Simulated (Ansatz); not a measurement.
Runs of Ansatz 0.2.0 on Ge. It takes space group P-3m1 (No. 164, trigonal). The conventional cell has a = 4.090 Å, b = 4.090 Å, c = 3.327 Å, α = 90.00°, β = 90.00°, γ = 120.00°. Ge (site symmetry 3m) is surrounded by 3 Ge at 2.54 Å. The cell was built by a generator and needn't be a form met in nature.

```csv
task,level,potentials or basis,cell,k mesh,cutoff (eV),smearing,basis error allowed,mesh quality,gap on the mesh (eV),pressure (GPa),largest force (eV/Å)
single point,PBE,"all-electron LAPW, scalar-relativistic","atoms moved at random, drawn with an rms of 0.05 Å",8 × 8 × 8,309,fermi-dirac 0.05 eV,0.001 eV/atom,not flagged,none,-1.3,0.53
phonons,PBE,"all-electron LAPW, scalar-relativistic",as given,8 × 8 × 8,287,fermi-dirac 0.05 eV,0.002 eV/atom,not flagged,none,-,-
single point,PBE,"all-electron LAPW, scalar-relativistic",as given,5 × 5 × 5,265,fermi-dirac 0.04 eV,0.002 eV/atom,coarse,none,-2.1,(a)
single point,PBE,"all-electron LAPW, scalar-relativistic",as given,8 × 8 × 8,288,fermi-dirac 0.05 eV,0.001 eV/atom,not flagged,none,-1.6,-
phonons,PBEsol,all-electron PAW datasets made for the crystal,as given,8 × 8 × 8,140,fermi-dirac 0.05 eV,-,not flagged,none,-,0.06
```

Alike in all rows: no spin polarisation.

Question: Fill in the values left out.

Answer: (a) 0.13.

Caveats: some runs use coarse meshes; a metal's response needs a denser mesh (some runs); the k mesh is thin for a metal, which can move the energy by tens of meV per atom (some runs).

A k mesh can miss the band edges, and the runs leave out spin-orbit coupling on Ge.

A gap of «none» marks a metal or a gap under the smearing width.

The runs don't all hold the same shells in valence.
